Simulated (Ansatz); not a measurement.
InSe: changing the functional

The cell as given:

Space group P6_3/mmc (No. 194). a = 4.050 Å, b = 4.050 Å, c = 16.930 Å, α = 90.00°, β = 90.00°, γ = 120.00°
| atom | site | symmetry | x | y | z |
| --- | --- | --- | --- | --- | --- |
| In | 4f | 3m. | 0.6667 | 0.3333 | 0.8430 |
| Se | 4f | 3m. | 0.6667 | 0.3333 | 0.3980 |

Kept alike: task relaxation of cell and atoms; k mesh 8 × 8 × 2; occupations fermi-dirac, width 0.05 eV; no spin polarisation. Program: Ansatz, Ansatz PAW. Cutoffs run from 420 to 500 eV. The mesh is that of the run's cell of 8 atoms. No spin-orbit coupling.

| run | band gap (eV) | volume (Å³/atom) | first edge of the run's cell (Å) | third edge of the run's cell (Å) |
| --- | --- | --- | --- | --- |
| A | 0.741 | 33.502 | 4.087 | 18.526 |
| B | 0.943 | 30.849 | 4.044 | 17.426 |
| C | 0.429 | 29.530 | 4.007 | 16.994 |
| D | 0.280 | 28.040 | 3.967 | 16.458 |

Spin-orbit coupling, left out here, moves the band edges of heavy atoms and can close or invert small gaps. Gaps hold for each row's own relaxed cell. The relaxations keep at least the cell's symmetry (P6_3/mmc). Relaxations stop with a little pressure left, so the last digits of a volume or edge aren't settled. A gap read on the mesh alone can miss an edge between its points. All rows use potentials made for PBE.

**Question.** The runs differ in the functional (and the cutoff that goes with it) alone: LDA; PBE; PBEsol; r2SCAN. Which run is which?

**Answer.** Run A is PBE; run B is r2SCAN; run C is PBEsol; run D is LDA. The band gap runs from 0.280 (LDA) to 0.943 eV (r2SCAN). From PBE: LDA -0.461; PBEsol -0.312; r2SCAN +0.202. The volume runs from 28.040 (LDA) to 33.502 Å³/atom (PBE). From PBE: LDA -5.462; PBEsol -3.972; r2SCAN -2.653. The first edge of the run's cell runs from 3.967 (LDA) to 4.087 Å (PBE). From PBE: LDA -0.120; PBEsol -0.080; r2SCAN -0.043. The third edge of the run's cell runs from 16.458 (LDA) to 18.526 Å (PBE). From PBE: LDA -2.068; PBEsol -1.532; r2SCAN -1.100.
